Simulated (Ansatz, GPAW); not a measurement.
PbSe: 3 runs at one level of theory

```
CELL_PARAMETERS angstrom
0.00000 3.06065 3.06065
3.06065 0.00000 3.06065
3.06065 3.06065 0.00000
ATOMIC_POSITIONS crystal
Pb 0.00000 0.00000 0.00000
Se 0.50000 0.50000 0.50000
```

Alike in all runs: task band structure; functional RPBE; k mesh 8 × 8 × 8; occupations fermi-dirac, width 0.05 eV; no spin polarisation; no spin-orbit coupling. Pressure is positive in compression and, in plane waves, holds the error of the finite cutoff, which Ansatz's Pulay term estimates and takes out. Gaps are the smaller of the mesh's and the band path's.

| program and potentials | plane-wave cutoff (eV) | notes | band gap (eV) | pressure (GPa) |
| --- | --- | --- | --- | --- |
| Ansatz, Ansatz PAW | 420 | potentials made for PBE, which Ansatz adapts in part; 15 valence electrons an atom on average | 0.37 | 4.23 |
| GPAW, the program's PAW data sets (release 1.2.1) made for this functional | 600 | 10 valence electrons an atom on average | 0.32 | 4.01 |
| Ansatz, all-electron LAPW, scalar-relativistic | - | - | 0.37 | 4.23 |

The band gap spans 0.32 (GPAW, the program's PAW data sets (release 1.2.1) made for this functional) to 0.37 eV (Ansatz, Ansatz PAW), with all-electron results at 0.37. The pressure spans 4.01 (GPAW, the program's PAW data sets (release 1.2.1) made for this functional) to 4.23 GPa (Ansatz, all-electron LAPW, scalar-relativistic), with all-electron results at 4.23. Some sets were made for another functional than the one run, which can shift their rows. Spin-orbit coupling, left out here, moves the band edges of heavy atoms.

Differences between rows come from potentials, basis sets and numerical settings, since the functional is the same but for its coding. Runs on potential files found faulty are left out.
